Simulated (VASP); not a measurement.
# CdSe (P6_3mc) in VASP: notebook, part 2 of 2

VASP 6.6.1. The steps go on from the part before.

## Step 4: Relaxation of cell and atoms, PBE

This run uses another cell than the first one, of 28.10 Å³/atom.

Input file INCAR:

```
SYSTEM = CdSe
PREC = Accurate ; ENCUT = 600
EDIFF = 1E-7 ; ISMEAR = 0
SIGMA = 0.01 ; LREAL = .False.
LASPH = .True. ; NELM = 60
ALGO = Normal ; ISIF = 3
LWAVE = .False. ; LCHARG = .False.
GGA = PE ; IBRION = 2
NSW = 80 ; EDIFFG = -0.005
```

Input file KPOINTS:

```
Automatic mesh
0
Gamma
  6 6 4
  0 0 0
```

Input file POSCAR:

```
CdSe
1.0
    4.3000000000      0.0000000000      0.0000000000
   -2.1500000000      3.7239092400      0.0000000000
    0.0000000000      0.0000000000      7.0200000000
Cd Se
2 2
Direct
    0.3333333333      0.6666666667      0.0000000000
    0.6666666667      0.3333333333      0.5000000000
    0.3333333333      0.6666666667      0.3850000000
    0.6666666667      0.3333333333      0.8850000000
```

Run with:

```bash
> cat potpaw_PBE.64/Cd/POTCAR potpaw_PBE.64/Se/POTCAR > POTCAR
> mpirun -np 1 vasp_std > vasp.out
```

Run time: 4.3 min. Hardware: 1 thread of AMD EPYC 9R45 (Zen 5), shared host; peak memory 0.27 GiB.

It converged, with:

* Free energy: -10.9889 eV
* Relaxed volume: 29.90 Å³/atom
* Relaxed cell: a = 4.391 Å, b = 4.391 Å, c = 7.164 Å, α = 90.00°, β = 90.00°, γ = 120.00°
* Space group after relaxing (to 0.1 Å): P6_3mc (No. 186)
* Energy gained by relaxing: 22.0 meV/atom
* Ionic steps: 12
* Pressure after relaxing: 0.0 GPa
* Band gap on the k mesh: 0.53 eV

Step by step:
```
step  energy change (eV)  largest force (eV/Å)  pressure (GPa)  volume (Å³)
   1              0.0000                0.2922            3.30       112.41
   2             -0.0776                0.0479           -0.87       122.08
   3             -0.0840                0.0922           -0.08       119.81
   4             -0.0840                0.0891           -0.13       119.97
   5             -0.0854                0.0558           -0.06       119.78
   6             -0.0861                0.0079            0.03       119.53
   7             -0.0873                0.0092            0.04       119.51
   8             -0.0881                0.0112            0.06       119.46
   9             -0.0881                0.0001           -0.04       119.73
  10             -0.0881                0.0038           -0.01       119.64
  11             -0.0881                0.0035           -0.01       119.64
  12             -0.0881                0.0005            0.00       119.61
```

Final structure:
```
Cd Se
1.0
     4.39082    0.00000    0.00000
    -2.19541    3.80256    0.00000
     0.00000    0.00000    7.16361
Cd Se
2 2
Cartesian
  0.0000 2.5350 0.0330
  2.1954 1.2675 3.6148
  0.0000 2.5350 2.7250
  2.1954 1.2675 6.3068
```

Levels at points of the mesh, in eV from the valence-band top:
```tsv
k point	band 15	band 16	band 17	band 18	band 19	band 20	band 21	band 22
(0.00, 0.00, 0.00)	-0.68	-0.04	0.00	0.00	0.53	2.13	5.85	5.85
(0.50, 0.00, 0.00)	-2.40	-1.66	-1.19	-0.68	3.08	3.32	4.79	5.92
(0.00, 0.00, 0.50)	-0.36	-0.36	-0.36	-0.36	2.25	2.25	5.76	5.76
(0.50, 0.00, 0.50)	-1.23	-1.23	-1.20	-1.20	2.89	2.89	4.83	4.83
```

Expect the measured gap to be larger: semilocal functionals such as PBE lack the derivative discontinuity. PBE usually gives volumes a little too large and moduli too small.

## Step 5: Relaxation of cell and atoms, PBE

This run uses another cell than the first one, of 28.10 Å³/atom.

Input file INCAR:

```
ALGO = Normal
EDIFF = 1E-6
EDIFFG = -0.005
ENCUT = 600
GGA = PE
IBRION = 2
ISIF = 3
ISMEAR = 0
LASPH = T
LCHARG = F
LREAL = F
LWAVE = F
NELM = 80
NSW = 80
PREC = Accurate
SIGMA = 0.01
```

Input file KPOINTS:

```
k-points
0
Gamma
  6 6 4
```

POSCAR is that of step 4.

Potentials or basis: VASP PAW PBE potentials, release 64 (Cd, Se).

Run with:

```bash
> cat potpaw_PBE.64/Cd/POTCAR potpaw_PBE.64/Se/POTCAR > POTCAR
> mpirun -np 1 vasp_std > vasp.out
```

OUTCAR:

```text
EDIFF = 1E-6
   EDIFFG = -0.005
   ENCUT = 600
   GGA = PE
   IBRION = 2
   ISIF = 3
   ISMEAR = 0
   LASPH = T
   LREAL = F
   NELM = 80
   NSW = 80
   PREC = Accurate

 ion  position               nearest neighbor table
   1  0.333  0.667  0.000-   4 2.61   4 2.61   4 2.61   3 2.70
   2  0.667  0.333  0.500-   3 2.61   3 2.61   3 2.61   4 2.70
   3  0.333  0.667  0.385-   2 2.61   2 2.61   2 2.61   1 2.70
   4  0.667  0.333  0.885-   1 2.61   1 2.61   1 2.61   2 2.70

  LATTYP: Found a hexagonal cell.
 ALAT       =     4.3000000000
 C/A-ratio  =     1.6325581395

  Lattice vectors:

 A1 = (   4.3000000000,   0.0000000000,   0.0000000000)
 A2 = (  -2.1500000000,   3.7239092400,   0.0000000000)
 A3 = (   0.0000000000,   0.0000000000,   7.0200000000)

Analysis of symmetry for initial positions (statically):
=====================================================================
 Subroutine PRICEL returns:
 Original cell was already a primitive cell.

 Routine SETGRP: Setting up the symmetry group for a
 hexagonal supercell.

 Subroutine GETGRP returns: Found 12 space group operations
 (whereof  6 operations were pure point group operations)
 out of a pool of 24 trial point group operations.

[... 169 lines left out ...]

  FORCE on cell =-STRESS in cart. coord.  units (eV):
  Direction    XX          YY          ZZ          XY          YZ          ZX
  --------------------------------------------------------------------------------------
  -------------------------------------------------------------------------------------
  Total        2.8081544      2.8081544      1.3146888      0.0000000      0.0000000     -0.0000000
  in kB       40.0245922     40.0245923     18.7382437      0.0000000      0.0000000     -0.0000000
  external PRESSURE =      32.9291427 kB  Pullay stress =       0.0000000 kB
[... 95 lines left out ...]
  FREE ENERGIE OF THE ION-ELECTRON SYSTEM (eV)
  ---------------------------------------------------
  free  energy   TOTEN  =       -10.9848165245 eV

  energy  without entropy=      -10.9848165245  energy(sigma->0) =      -10.98481652

[... ionic steps 4 to 10 ...]

--------------------------------------- Ionic step       11  -------------------------------------------

 number of electron      36.0000011 magnetization

------------------------ aborting loop because EDIFF is reached ----------------------------------------
[... 71 lines left out ...]
--------------------------------------- Ionic step       13  -------------------------------------------

 number of electron      36.0000011 magnetization

 Free energy of the ion-electron system (eV)
  ---------------------------------------------------
  ext. energy  EPLUGINS =         0.00000000
  ---------------------------------------------------
  free energy    TOTEN  =       -10.98893426 eV

  energy without entropy =      -10.98893426  energy(sigma->0) =      -10.98893426

 E-fermi :   0.5627     XC(G=0):  -8.6041

 val. band max:        0.4824367194   @ k =   0.0000   0.0000   0.0000
 cond. band min:       1.0125620990   @ k =   0.0000   0.0000   0.0000
 fundamental gap:      0.5301253796
 Fermi energy:         0.5627288036

 k-point     1 :       0.0000    0.0000    0.0000
  band No.  band energies     occupation
      1     -11.7936      2.00000
      2     -11.4682      2.00000
      3      -7.2632      2.00000
      4      -7.2580      2.00000
      5      -7.2580      2.00000
      6      -7.2011      2.00000
[... 545 lines left out ...]
  FREE ENERGIE OF THE ION-ELECTRON SYSTEM (eV)
  ---------------------------------------------------
  free  energy   TOTEN  =       -10.9889342626 eV

  energy  without entropy=      -10.9889342626  energy(sigma->0) =      -10.98893426

 reached required accuracy - stopping structural energy minimisation
```

CONTCAR:

```text
CdSe
   1.00000000000000
     4.3904552446462359    0.0000000000000000    0.0000000000000000
    -2.1952276223231180    3.8022457800027181   -0.0000000000000000
    -0.0000000000000000    0.0000000000000000    7.1640639995714137
  Cd              Se
     2     2
Direct
     0.3333333332999970    0.6666666667000030    0.0045619714693120
     0.6666666667000030    0.3333333332999970    0.5045619714693121
     0.3333333332999970    0.6666666667000030    0.3804380285306860
     0.6666666667000030    0.3333333332999970    0.8804380285306859

  0.00000000E+00  0.00000000E+00  0.00000000E+00
  0.00000000E+00  0.00000000E+00  0.00000000E+00
  0.00000000E+00  0.00000000E+00  0.00000000E+00
  0.00000000E+00  0.00000000E+00  0.00000000E+00
```

Wall time 4 min (1 thread of AMD EPYC 9R45 (Zen 5), shared host); peak memory 0.26 GiB.

Results:

- Free energy: -10.9889 eV
- Relaxed volume: 29.90 Å³/atom
- Relaxed cell: a = 4.390 Å, b = 4.390 Å, c = 7.164 Å, α = 90.00°, β = 90.00°, γ = 120.00°
- Space group after relaxing (to 0.1 Å): P6_3mc (No. 186)
- Energy gained by relaxing: 22.0 meV/atom
- Ionic steps: 13
- Pressure after relaxing: 0.0 GPa
- Band gap on the k mesh: 0.53 eV

Forces in eV/Å, atoms in the order of the input:
```
Cd   0.000  0.000  0.002
Cd   0.000  0.000  0.002
Se   0.000  0.000 -0.002
Se   0.000  0.000 -0.002
```

Step by step:
```csv
step,energy change (eV),largest force (eV/Å),pressure (GPa),volume (Å³)
1,0.0000,0.2922,3.29,112.41
2,-0.0778,0.0480,-0.87,122.06
3,-0.0840,0.0919,-0.09,119.82
4,-0.0840,0.0950,-0.01,119.67
5,-0.0853,0.0644,0.04,119.50
6,-0.0862,0.0143,0.14,119.24
7,-0.0872,0.0097,0.02,119.54
8,-0.0878,0.0024,-0.14,119.98
9,-0.0881,0.0069,0.02,119.59
10,-0.0881,0.0066,-0.01,119.63
11,-0.0881,0.0064,0.00,119.62
12,-0.0881,0.0065,0.00,119.60
13,-0.0881,0.0024,0.00,119.59
```

Final structure:
```cif
data_structure
_symmetry_space_group_name_H-M 'P 1'
_symmetry_Int_Tables_number 1
_cell_length_a 4.3905
_cell_length_b 4.3905
_cell_length_c 7.1641
_cell_angle_alpha 90.000
_cell_angle_beta 90.000
_cell_angle_gamma 120.000
_cell_volume 119.59
loop_
_atom_site_label
_atom_site_type_symbol
_atom_site_fract_x
_atom_site_fract_y
_atom_site_fract_z
_atom_site_occupancy
Cd1 Cd 0.33333 0.66667 0.00456 1
Cd2 Cd 0.66667 0.33333 0.50456 1
Se1 Se 0.33333 0.66667 0.38044 1
Se2 Se 0.66667 0.33333 0.88044 1
```

PBE gaps usually lie below the measured ones, often by a third to a half. PBE usually gives volumes a little too large and moduli too small.

## Step 6: How close it comes

Step 2. A measured gap of CdSe is 1.841 eV (2 K; a printed reference work, data compilation); the calculated 0.54 eV misses it by -1.30 eV. So large a miss can be the level of theory's own, or it may mean another phase, state or a wrong row. Spin-orbit coupling on Cd, Se is left out. The value is that of PBE, without temperature or zero-point motion. Semilocal functionals fall short of measured gaps as a rule.

Step 3. A measured gap of CdSe is 1.841 eV (2 K; a printed reference work, data compilation); the calculated 0.54 eV misses it by -1.30 eV. So large a miss can be the level of theory's own, or it may mean another phase, state or a wrong row. Spin-orbit coupling on Cd, Se is left out. The value is that of PBE, without temperature or zero-point motion. Semilocal functionals fall short of measured gaps as a rule.
